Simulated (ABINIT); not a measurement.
# TiAl (Pm-3m) in ABINIT: settings compared

The runs below take TiAl through band structure, real-space fields, with LDA, BLYP+U, PBE+D3(BJ), BLYP+D3(BJ).

All numbers are computed with ABINIT 10.8.3 (patched build); they aren't measurements. Logs are shortened: lines on timing, memory, paths and dates and some standing lists are left out, and cuts for length are marked. The log counts tension as positive stress, the text compression.

### 1 The crystal as given

Symmetry: Pm-3m, No. 221, cubic system. The conventional cell has a = 3.179 Å, b = 3.179 Å, c = 3.179 Å, α = 90.00°, β = 90.00°, γ = 90.00°. Ti (site symmetry m-3m) has 8 Al at 2.75 Å as nearest neighbours. Around Al (site symmetry m-3m) lie 8 Ti at 2.75 Å.

The cell comes from a database or a generator and needn't be the stable form of this composition.

### 2 Band structure, LDA, collinear spin, ferromagnetic start, moments held on the sites

File run.abi:

```
ndtset 2

pp_dirpath "./"
pseudos "Ti.LDA_PW-JTH.xml, Al.LDA_PW-JTH.xml"

acell 3*1.0 Angstrom
rprim
     3.1790640000     0.0000000000     0.0000000000
     0.0000000000     3.1790640000     0.0000000000
     0.0000000000     0.0000000000     3.1790640000
ntypat 2
znucl 22 13
natom 2
typat 1 2
xred
     0.0000000000     0.0000000000     0.0000000000
     0.5000000000     0.5000000000     0.5000000000

ecut 20.0
pawecutdg 20.0

ixc 7

occopt 3
tsmear 0.01 eV

nsppol 2
spinat
     0.0000000000     0.0000000000     0.5000000000
     0.0000000000     0.0000000000     0.0000000000
constraint_kind 1 0
ratsm 0.05
chksymtnons 3

nstep 100
iscf 7

iomode 3
prtwf 0
prteig 0
prtebands 0
enunit 1
prtden1 1

kptopt1 1
ngkpt1 8 8 8
nshiftk1 1
shiftk1 0.0 0.0 0.0
nband1 12
tolvrs1 1.0e-9

iscf2 -2
getden2 1
nband2 16
nbdbuf2 2
tolwfr2 1.0e-12
kptopt2 -5
ndivsm2 8
prteig2 1
prtvol2 -3
kptbounds2
     0.0000000000     0.0000000000     0.0000000000
     0.0000000000     0.5000000000     0.0000000000
     0.5000000000     0.5000000000     0.0000000000
     0.0000000000     0.0000000000     0.0000000000
     0.5000000000     0.5000000000     0.5000000000
     0.0000000000     0.5000000000     0.0000000000
```

Potentials or basis: JTH PAW LDA v2.0.

Run with:

```bash
> abinit run.abi > log 2>&1
```

run.abo:

```text
.Version 10.8.3 of ABINIT
 DATASET    1 : space group Pm -3 m (#221); Bravais cP (primitive cubic)
================================================================================
 Values of the parameters that define the memory need for DATASET  1.
     intxc =       0    ionmov =       0      iscf =       7    lmnmax =      18
     lnmax =       6     mgfft =      27  mpssoang =       3    mqgrid =    3001
     natom =       2  nloc_mem =       2    nspden =       2   nspinor =       1
    nsppol =       2      nsym =      48    n1xccc =       1    ntypat =       2
    occopt =       3   xclevel =       1
       mpw =         944          nfft =       19683          nkpt =          35
 PAW method is used; the additional fine FFT grid is defined by:
   mgfftf=        27    nfftf =     19683
================================================================================
================================================================================

 DATASET    2 : space group Pm -3 m (#221); Bravais cP (primitive cubic)
================================================================================
 Values of the parameters that define the memory need for DATASET  2.
     intxc =       0    ionmov =       0      iscf =      -2    lmnmax =      18
     lnmax =       6     mgfft =      27  mpssoang =       3    mqgrid =    3001
     natom =       2  nloc_mem =       2    nspden =       2   nspinor =       1
    nsppol =       2      nsym =      48    n1xccc =       1    ntypat =       2
    occopt =       3   xclevel =       1
       mpw =         940          nfft =       19683          nkpt =          53
 PAW method is used; the additional fine FFT grid is defined by:
   mgfftf=        27    nfftf =     19683
================================================================================
================================================================================

--------------------------------------------------------------------------------
------------- Echo of variables that govern the present computation ------------
--------------------------------------------------------------------------------
 -outvars: echo values of preprocessed input variables --------
            acell      1.8897261259E+00  1.8897261259E+00  1.8897261259E+00 Bohr
              amu      4.78800000E+01  2.69815390E+01
      chksymtnons           3
  constraint_kind        1    0
             ecut      2.00000000E+01 Hartree
           enunit           1
           getden1          0
           getden2          1
             iscf1          7
             iscf2         -2
              ixc           7
           jdtset        1    2
           kptopt1          1
           kptopt2         -5
         kptrlatt        8    0    0      0    8    0      0    0    8
          kptrlen1     4.80604824E+01
          kptrlen2     3.00000000E+01
            natom           2
            nband1         12
            nband2         16
           nbdbuf1          0
           nbdbuf2          2
           ndtset           2
           ndivsm1          0
           ndivsm2          8
            ngfft          27      27      27
          ngfftdg          27      27      27
             nkpt1         35
             nkpt2         53
           nspden           2
           nsppol           2
            nstep         100
             nsym          48
           ntypat           2
           occopt           3
        pawecutdg      2.00000000E+01 Hartree
        prtebands           0
           prteig1          0
           prteig2          1
           prtvol1          0
           prtvol2         -3
            prtwf           0
            rprim      3.1790640000E+00  0.0000000000E+00  0.0000000000E+00
                       0.0000000000E+00  3.1790640000E+00  0.0000000000E+00
                       0.0000000000E+00  0.0000000000E+00  3.1790640000E+00
           shiftk1     0.00000000E+00  0.00000000E+00  0.00000000E+00
           shiftk2     5.00000000E-01  5.00000000E-01  5.00000000E-01
[... 935 lines left out ...]
lattice_volume:   2.1681754E+02
convergence: {deltae:  0.000E+00, res2:  0.000E+00, residm:  9.990E-13, diffor:  0.000E+00, }
etotal    :  -6.08760923E+01
entropy   :   0.00000000E+00
fermie    :   3.21385620E-01
cartesian_stress_tensor: null
pressure_GPa: null
xred      :
- [  0.0000E+00,   0.0000E+00,   0.0000E+00, Ti]
- [  5.0000E-01,   5.0000E-01,   5.0000E-01, Al]
cartesian_forces: null
force_length_stats: {min: null, max: null, mean: null, }
...

 Integrated electronic and magnetization densities in atomic spheres:
 ------------------------------------------------------------------------------------------------------------
 Radius=ratsph(iatom), smearing ratsm=  0.0500. Diff(up-dn)=approximate z local magnetic moment.
    Atom    Radius    up_density   dn_density  Total(up+dn)  Diff(up-dn)   Atomic charge
    1 Ti   2.30803     5.338625     4.838633     10.177258     0.499993      1.822742
    2 Al   1.90363     0.377103     0.379283      0.756385    -0.002180      2.243615
 ------------------------------------------------------------------------------------------------------------
  Sum:                 5.715728     5.217915     10.933643     0.497813
 Total magnetization (from the atomic spheres):                0.497813
 Total magnetization (exact up - dn):                          0.659319

 Gradient with respect to target (=torque)       (scalar + magnetic field):
 ------------------------------------------------------------------------------------------------------------
 Radius=ratsph(iatom), smearing ratsm=  0.0500.
    Atom    Radius       grchrg        T(z)      up torque  down torque
    1 Ti   2.30803    -0.000000     0.000000      0.000000     0.000000
    2 Al   1.90363    -0.000000     0.000000      0.000000     0.000000
 ------------------------------------------------------------------------------------------------------------
  Sum:                 0.000000     0.000000      0.000000     0.000000

================================================================================

 ----iterations are completed or convergence reached----

 Mean square residual over all n,k,spin=   49.193E-14; max=  99.902E-14
 reduced coordinates (array xred) for    2 atoms
       0.000000000000      0.000000000000      0.000000000000
       0.500000000000      0.500000000000      0.500000000000

 cartesian coordinates (angstrom) at end:
    1      0.00000000000000     0.00000000000000     0.00000000000000
    2      1.58953200000000     1.58953200000000     1.58953200000000
 length scales=  1.889726125908  1.889726125908  1.889726125908 bohr
              =  1.000000000000  1.000000000000  1.000000000000 angstroms
 Eigenvalues (   eV  ) for nkpt=  53  k points, SPIN UP:
 kpt#   1, nband= 16, wtk=  1.00000, kpt=  0.0000  0.0000  0.0000 (reduced coord)
 -47.72742  -24.24388  -24.24388  -24.24388   -0.53263    7.15654    7.15654   10.33520
  10.33520   10.33520   13.10506   13.10506   13.10506   17.57980   17.57980   20.28546
 kpt#   2, nband= 16, wtk=  1.00000, kpt=  0.0000  0.0625  0.0000 (reduced coord)
 -47.72682  -24.25069  -24.24328  -24.24328   -0.46992    7.13135    7.18368   10.22880
  10.22880   10.34262   12.82263   13.25710   13.25710   17.49844   17.83620   20.49764
 kpt#   3, nband= 16, wtk=  1.00000, kpt=  0.0000  0.1250  0.0000 (reduced coord)
 -47.72512  -24.27004  -24.24159  -24.24159   -0.28322    7.02793    7.26270    9.96833
   9.96833   10.36385   12.22274   13.65605   13.65605   17.26508   18.31670   21.19471
 kpt#   4, nband= 16, wtk=  1.00000, kpt=  0.0000  0.1875  0.0000 (reduced coord)
 -47.72258  -24.29889  -24.23906  -24.23906    0.02335    6.77361    7.38614    9.65132
   9.65132   10.39592   11.66750   14.20873   14.20873   16.91159   18.70012   22.37767
 kpt#   5, nband= 16, wtk=  1.00000, kpt=  0.0000  0.2500  0.0000 (reduced coord)
 -47.71958  -24.33275  -24.23608  -24.23608    0.44308    6.30330    7.54074    9.34281
   9.34281   10.43417   11.35060   14.85696   14.85696   16.48858   18.97017   22.16538
 kpt#   6, nband= 16, wtk=  1.00000, kpt=  0.0000  0.3125  0.0000 (reduced coord)
 -47.71658  -24.36642  -24.23309  -24.23309    0.96652    5.63221    7.70683    9.07854
[... 127 lines left out ...]
 kpt#  49, nband= 16, wtk=  1.00000, kpt=  0.1818  0.5000  0.1818 (reduced coord)
 -47.70293  -24.40601  -24.27397  -24.27099    3.19848    4.54739    7.48926    8.42091
   9.26204    9.55689   11.56416   14.71640   15.16642   16.54423   16.57906   20.95174
 kpt#  50, nband= 16, wtk=  1.00000, kpt=  0.1364  0.5000  0.1364 (reduced coord)
 -47.70653  -24.41182  -24.25557  -24.25351    2.99076    4.12122    7.93763    8.23532
   9.02399    9.94300   11.54305   15.19984   15.71929   16.88044   17.16069   20.05252
 kpt#  51, nband= 16, wtk=  1.00000, kpt=  0.0909  0.5000  0.0909 (reduced coord)
 -47.70934  -24.41640  -24.24094  -24.23988    2.84495    3.79208    8.10615    8.33278
   8.85163   10.26496   11.53582   15.25502   16.69898   17.32550   17.61073   19.04622
 kpt#  52, nband= 16, wtk=  1.00000, kpt=  0.0455  0.5000  0.0455 (reduced coord)
 -47.71112  -24.41934  -24.23152  -24.23123    2.75871    3.58622    8.03017    8.61107
   8.74734   10.46851   11.53931   15.31926   17.60551   17.77954   17.89574   18.36805
 kpt#  53, nband= 16, wtk=  1.00000, kpt=  0.0000  0.5000  0.0000 (reduced coord)
 -47.71173  -24.42036  -24.22826  -24.22826    2.73018    3.51633    8.00512    8.71244
   8.71244   10.53654   11.54278   15.35060   17.99314   17.99314   18.12265   18.12265
 Eigenvalues (   eV  ) for nkpt=  53  k points, SPIN DOWN:
 kpt#   1, nband= 16, wtk=  1.00000, kpt=  0.0000  0.0000  0.0000 (reduced coord)
 -47.26629  -23.78625  -23.78625  -23.78625   -0.38911    7.54172    7.54172   10.73676
  10.73676   10.73676   13.23336   13.23336   13.23336   17.77279   17.77279   20.50057
 kpt#   2, nband= 16, wtk=  1.00000, kpt=  0.0000  0.0625  0.0000 (reduced coord)
 -47.26569  -23.79314  -23.78565  -23.78565   -0.32655    7.50843    7.57032   10.61996
  10.61996   10.74448   12.97116   13.39507   13.39507   17.68637   18.02094   20.71018
 kpt#   3, nband= 16, wtk=  1.00000, kpt=  0.0000  0.1250  0.0000 (reduced coord)
 -47.26398  -23.81272  -23.78393  -23.78393   -0.14023    7.37889    7.65370   10.34073
  10.34073   10.76659   12.41992   13.81066   13.81066   17.43894   18.49367   21.39639
 kpt#   4, nband= 16, wtk=  1.00000, kpt=  0.0000  0.1875  0.0000 (reduced coord)
 -47.26142  -23.84191  -23.78135  -23.78135    0.16570    7.08009    7.78435   10.00871
  10.00871   10.79999   11.93095   14.37513   14.37513   17.06525   18.87888   22.56235
 kpt#   5, nband= 16, wtk=  1.00000, kpt=  0.0000  0.2500  0.0000 (reduced coord)
 -47.25840  -23.87615  -23.77831  -23.77831    0.58453    6.55885    7.94878    9.69026
   9.69026   10.83986   11.68526   15.02925   15.02925   16.61926   19.15340   22.32021
 kpt#   6, nband= 16, wtk=  1.00000, kpt=  0.0000  0.3125  0.0000 (reduced coord)
 -47.25537  -23.91021  -23.77526  -23.77526    1.10667    5.84802    8.12655    9.41972
[... 128 lines left out ...]
 -47.24162  -23.95002  -23.81649  -23.81339    3.31902    4.74765    7.75759    8.85159
   9.57803    9.93030   12.03116   14.87984   15.37446   16.76667   16.84057   21.16369
 kpt#  50, nband= 16, wtk=  1.00000, kpt=  0.1364  0.5000  0.1364 (reduced coord)
 -47.24525  -23.95598  -23.79793  -23.79578    3.10541    4.32505    8.22553    8.67158
   9.34785   10.32942   12.01050   15.37514   15.88804   17.08724   17.39574   20.14667
 kpt#  51, nband= 16, wtk=  1.00000, kpt=  0.0909  0.5000  0.0909 (reduced coord)
 -47.24807  -23.96069  -23.78315  -23.78205    2.95535    3.99817    8.54675    8.64204
   9.18140   10.66365   12.00365   15.38808   16.86893   17.51855   17.81945   19.16224
 kpt#  52, nband= 16, wtk=  1.00000, kpt=  0.0455  0.5000  0.0455 (reduced coord)
 -47.24987  -23.96371  -23.77363  -23.77333    2.86655    3.79350    8.47354    8.93842
   9.08080   10.87569   12.00742   15.40880   17.77076   17.96340   18.08414   18.51002
 kpt#  53, nband= 16, wtk=  1.00000, kpt=  0.0000  0.5000  0.0000 (reduced coord)
 -47.25048  -23.96475  -23.77034  -23.77034    2.83716    3.72398    8.44944    9.04714
   9.04714   10.94669   12.01098   15.41951   18.17377   18.17377   18.27805   18.27805

== END DATASET(S) ==============================================================
================================================================================

 -outvars: echo values of variables after computation  --------
            acell      1.8897261259E+00  1.8897261259E+00  1.8897261259E+00 Bohr
           etotal1    -6.0876092256E+01
            fcart1    -0.0000000000E+00 -0.0000000000E+00 -0.0000000000E+00
                      -0.0000000000E+00 -0.0000000000E+00 -0.0000000000E+00
            rprim      3.1790640000E+00  0.0000000000E+00  0.0000000000E+00
                       0.0000000000E+00  3.1790640000E+00  0.0000000000E+00
                       0.0000000000E+00  0.0000000000E+00  3.1790640000E+00
           strten1     1.7352009558E-04  1.7352009558E-04  1.7352009558E-04
                       0.0000000000E+00  0.0000000000E+00  0.0000000000E+00
           xangst      0.0000000000E+00  0.0000000000E+00  0.0000000000E+00
                       1.5895320000E+00  1.5895320000E+00  1.5895320000E+00
             xred      0.0000000000E+00  0.0000000000E+00  0.0000000000E+00
                       5.0000000000E-01  5.0000000000E-01  5.0000000000E-01
 Calculation completed.
```

Wall time 35 s (1 thread of Intel Xeon Gold 6455B (Sapphire Rapids), shared host); peak memory 0.09 GiB.

The run converged, but some of its settings lie outside the range that counts as converged (typed here: dg_ha = 20), so its numbers aren't taken as properties of the crystal.

Results:

* Free energy: -1656.5229 eV
* Band gap on the k mesh: none (metal or under the smearing width)
* Net moment: 0.66 μB per cell
* Site moments: Ti +0.50; Al -0.00 μB
* Valence electrons inside the program's atomic spheres: Ti 10.18; Al 0.76

Caveat: small starting moments can end in a higher magnetic state in this program.

### 3 Real-space fields, BLYP+U (atoms moved at random, drawn with an rms of 0.15 Å)

File run.abi:

```
# Pseudopotentials
pp_dirpath "./"
pseudos "Ti.GGA_PBE-JTH.xml, Al.GGA_PBE-JTH.xml"

# Structure
acell 3*1.0 Angstrom
rprim
     3.1790640000     0.0000000000     0.0000000000
     0.0000000000     3.1790640000     0.0000000000
     0.0000000000     0.0000000000     3.1790640000
ntypat 2
znucl 22 13
natom 2
typat 1 2
xred
     0.0159790000    -0.0128830000     0.0576610000
     0.4742060000     0.4844880000     0.5099270000
chkprim 0
chksymtnons 0
tolsym 1.0e-6

# Plane-wave basis
ecut 15.0
pawecutdg 30.0

# k points
kptopt 2
ngkpt 8 8 8
nshiftk 1
shiftk 0.0 0.0 0.0

# Exchange and correlation
ixc -106131

# Bands and occupations
nband 12
occopt 3
tsmear 0.1 eV

# DFT+U
usepawu 1
lpawu 2 -1
upawu 3.5 0.0 eV
jpawu 0.0 0.0 eV
usedmatpu 10
dmatpawu
    0.17010  -0.12550  -0.19508   0.02552   0.04072
   -0.12550   0.09260   0.14393  -0.01883  -0.03005
   -0.19508   0.14393   0.22373  -0.02927  -0.04670
    0.02552  -0.01883  -0.02927   0.00383   0.00611
    0.04072  -0.03005  -0.04670   0.00611   0.00975

# Spin
nsym 1

# SCF cycle
nstep 80
tolvrs 1.0e-7

# Output
iomode 3
prtwf 0
prteig 0
prtebands 0
enunit 1
prtden 1
prtvha 1
prtvclmb 1
prtpot 1
```

Potentials or basis: JTH PAW PBE v2.0.

Run with:

```bash
> abinit run.abi > log 2>&1
```

run.abo:

```text
.Version 10.8.3 of ABINIT
 Symmetries : space group P1 (#  1); Bravais aP (primitive triclinic)
================================================================================
 Values of the parameters that define the memory need of the present run
     intxc =       0    ionmov =       0      iscf =      17    lmnmax =      18
     lnmax =       6     mgfft =      24  mpssoang =       3    mqgrid =    3001
     natom =       2  nloc_mem =       2    nspden =       1   nspinor =       1
    nsppol =       1      nsym =       1    n1xccc =       1    ntypat =       2
    occopt =       3   xclevel =       2
       mpw =         618          nfft =       13824          nkpt =         260
 PAW method is used; the additional fine FFT grid is defined by:
   mgfftf=        30    nfftf =     27000
================================================================================
================================================================================

--------------------------------------------------------------------------------
------------- Echo of variables that govern the present computation ------------
--------------------------------------------------------------------------------
 -outvars: echo values of preprocessed input variables --------
            acell      1.8897261259E+00  1.8897261259E+00  1.8897261259E+00 Bohr
              amu      4.78800000E+01  2.69815390E+01
          chkprim           0
      chksymtnons           0
         dmatpawu        0.17010   -0.12550   -0.19508    0.02552    0.04072
                        -0.12550    0.09260    0.14393   -0.01883   -0.03005
                        -0.19508    0.14393    0.22373   -0.02927   -0.04670
                         0.02552   -0.01883   -0.02927    0.00383    0.00611
[... 292 lines left out ...]
...

--- !EnergyTermsWithPAWCore
iteration_state     : {dtset: 1, }
comment             : 'Components of total free energy, including PAW core contributions'
Total energy        : -1.09689000490729E+03
Total energy DC     : -1.09689001556464E+03
Total energy (eV)   : -2.98478975928882E+04
Total energy DC (eV): -2.98478978828895E+04
...

 Cartesian components of stress tensor (hartree/bohr^3)
  sigma(1 1)= -3.09084677E-04  sigma(3 2)= -3.67701297E-06
  sigma(2 2)= -3.43778697E-04  sigma(3 1)= -5.66191600E-05
  sigma(3 3)= -2.98318550E-04  sigma(2 1)= -3.25603503E-06

-Cartesian components of stress tensor (GPa)         [Pressure=  9.3282E+00 GPa]
- sigma(1 1)= -9.09358515E+00  sigma(3 2)= -1.08181457E-01
- sigma(2 2)= -1.01143184E+01  sigma(3 1)= -1.66579320E+00
- sigma(3 3)= -8.77683477E+00  sigma(2 1)= -9.57958579E-02

== END DATASET(S) ==============================================================
================================================================================

 -outvars: echo values of variables after computation  --------
            acell      1.8897261259E+00  1.8897261259E+00  1.8897261259E+00 Bohr
           etotal     -6.0607357945E+01
            fcart     -1.6737899586E-02 -1.1477633082E-03 -1.8935917584E-02
                       1.6737899586E-02  1.1477633082E-03  1.8935917584E-02
            rprim      3.1790640000E+00  0.0000000000E+00  0.0000000000E+00
                       0.0000000000E+00  3.1790640000E+00  0.0000000000E+00
                       0.0000000000E+00  0.0000000000E+00  3.1790640000E+00
           strten     -3.0908467702E-04 -3.4377869654E-04 -2.9831855037E-04
                      -3.6770129692E-06 -5.6619159975E-05 -3.2560350307E-06
           xangst      5.0798263656E-02 -4.0955881512E-02  1.8330800930E-01
                       1.5075312232E+00  1.5402183592E+00  1.6210905683E+00
             xred      1.5979000000E-02 -1.2883000000E-02  5.7661000000E-02
                       4.7420600000E-01  4.8448800000E-01  5.0992700000E-01
 Calculation completed.
```

It took 2.4 min on 1 thread of Intel Xeon Gold 6455B (Sapphire Rapids), shared host; peak memory 0.16 GiB.

Results:

* Free energy: -1649.2102 eV
* Pressure: 9.3 GPa
* Largest force: 1.301 eV/Å
* Band gap on the k mesh: none (metal or under the smearing width)
* Valence electrons inside the program's atomic spheres: Ti 10.16; Al 0.82

Forces on the atoms (eV/Å):
```
Ti  -0.861 -0.059 -0.974
Al   0.861  0.059  0.974
```

Eigenvalues of the final occupation matrices:
```
  site  spin  trace               eigenvalues
atom 1     1   0.90  0.11 0.12 0.12 0.27 0.28
```

Caveat: the PAW data sets were made with another functional, which shifts forces and pressure a little; U without spin polarisation on a metal has little footing; the U is typed as a test and isn't derived for this compound.

[end of part 1 of 2]
